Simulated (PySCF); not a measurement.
**Functional dependence of a UV spectrum**

Benzaldehyde, C7H6O.
Atom-mapped SMILES: `[O:1]=[CH:2][c:3]1[cH:4][cH:5][cH:6][cH:7][cH:8]1` (hydrogens: H9 on C2; H10 on C4; H11 on C5; H12 on C6; H13 on C7; H14 on C8)

Linear-response calculations in the def2-SVPD basis (PySCF; singlets by full response, triplets Tamm–Dancoff, core orbitals frozen in the response; HF means time-dependent Hartree–Fock). 'Strongest' is the level of largest summed f among the singlets computed (10 roots, of which the last may lack a degenerate partner); it can jump between rows when another state enters that window. S1 is the lowest singlet of each run and needn't be the same state throughout; f(S1) is that of one state. The structure is a single PBE0-D3(BJ)/def2-SVP conformer in the gas phase; no vibrational or solvent corrections.

```tsv
functional	kind	S1 (eV)	f(S1)	strongest (eV)	T1 (eV)	HOMO (eV)	gap (eV)	ionisation energy, ΔSCF (eV)
LDA	LDA	3.17	0.000	6.47	2.79	-6.13	2.97	9.63
PBE	GGA	3.25	0.000	6.46	2.82	-5.97	3.08	9.40
B3LYP	global hybrid, 20% exact exchange	3.69	0.000	6.60	3.21	-7.36	5.19	9.63
PBE0	global hybrid, 25% exact exchange	3.73	0.000	6.71	3.20	-7.62	5.64	not settled
BHandHLYP	global hybrid, 50% exact exchange	4.12	0.000	6.82	3.55	-8.56	7.64	9.46
CAM-B3LYP	range-separated hybrid	3.89	0.000	6.76	3.37	-8.97	8.08	9.68
wB97X-D	range-separated hybrid	3.90	0.000	6.77	3.41	-9.53	9.28	9.67
HF	Hartree–Fock	4.67	0.000	7.10	3.14	-9.66	11.34	not settled
```

**Question.** What does LC-wPBE (range-separated hybrid) give?

**Answer.** S1 (eV) 3.94, f(S1) 0.000, strongest (eV) 6.93, T1 (eV) 3.36, HOMO (eV) -10.25, gap (eV) 10.40, ionisation energy, ΔSCF (eV) 9.77. S1 runs from 3.17 eV (LDA) to 4.67 eV (HF), a spread of 1.51 eV, while the orbital gap spreads over 8.4 eV. Along PBE (0%), B3LYP (20%), PBE0 (25%), BHandHLYP (50%), HF (100%) S1 rises with the share of exact exchange. −ε(HOMO) comes closest to its own ΔSCF ionisation energy with wB97X-D (-0.13 eV) and misses most with LDA (-3.50 eV). 'Not settled' means that the ion's SCF failed to converge or may have ended in another state than the lowest.
